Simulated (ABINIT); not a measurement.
PbSe (Clausthalite):

```
Pb Se
1.0
     0.00000    3.06065    3.06065
     3.06065    0.00000    3.06065
     3.06065    3.06065    0.00000
Pb Se
1 1
Direct
  0.00000 0.00000 0.00000
  0.50000 0.50000 0.50000
```

Program: ABINIT 10.8.3 (patched build). Alike in all runs: cell as given.

**Question.** Order these runs on this cell by their band gap on the k mesh, lowest first.
A. level PBE; potentials or basis JTH PAW PBE v2.0; spin SOC, no magnetisation; k mesh 8 × 8 × 8; cutoff (eV) 599; smearing fermi-dirac 0.05 eV; fine-grid cutoff 1197.3 eV
B. level TB-mBJ; potentials or basis JTH PAW LDA v2.0; spin off; k mesh 8 × 8 × 8; cutoff (eV) 707; smearing fermi-dirac 0.05 eV; fine-grid cutoff 1306.15 eV
C. level PBE0; potentials or basis SG15 NC PBE v1.2; spin off; k mesh 6 × 6 × 6; cutoff (eV) 490; smearing fixed; most SCF steps 60

**Answer.** A (0.14 eV), B (0.82 eV), C (1.13 eV).

Caveats: spin-orbit coupling is left out, which as a rule narrows the gap of such compounds by several tenths of an eV (some runs); the constant c of TB-mBJ comes from the pseudo density here, which moves gaps by up to 0.3 eV between sets of potentials (some runs).

A k mesh can miss the band edges.

Not every run made on this cell is shown here.
